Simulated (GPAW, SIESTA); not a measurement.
## Equation of state of Pd under PBEsol

```
Pd
1.0
    -1.57228    1.57228    1.57228
     1.57228   -1.57228    1.57228
     1.57228    1.57228   -1.57228
Pd
1
Direct
  0.00000 0.00000 0.00000
```

This isn't the form of Pd at room conditions, which is fcc.

The cell was scaled at fixed shape and fractions and run with SIESTA, files PseudoDojo sr-pbesol-0.4.1-standard, DZP (energy shift 0.003 Ry; two zetas on semicore shells); PBEsol, k mesh 12 × 12 × 12 on the cell of 1 atom, fermi-dirac occupations of 0.05 eV, no spin polarisation, no spin-orbit coupling. Energies are those that the program minimises, any entropy of the smearing included. For a metal such a mesh isn't converged to the digits shown.

```csv
V (Å³/atom),energy over the lowest row (meV/atom)
14.6143,0.00
14.9253,1.52
15.2362,10.19
15.5471,24.82
15.8581,?
16.1690,69.78
16.4800,98.64
```

Q: Fit the third-order Birch-Murnaghan form, give V0, B0 and B′, and predict the energy left open.

A: With y = (V0/V)^(2/3), E = E0 + (9 V0 B0/16) [(y - 1)³ B′ + (y - 1)² (6 - 4y)]. Least squares through the rows shown give V0 = 14.7046 Å³/atom, E0 = -0.34 meV, B0 = 188.1 GPa (1 eV/Å³ = 160.218 GPa) and B′ = 5.32, with a largest miss of 0.06 meV, so B0 and B′ are loose. At V = 15.8581 the form with these constants gives 44.96 meV; the run gave 44.86 meV an atom. Other set-ups at this level, from all their volumes (Å³/atom, GPa): GPAW, PAW data sets generated for this functional: V0 14.698, B0 199.8.
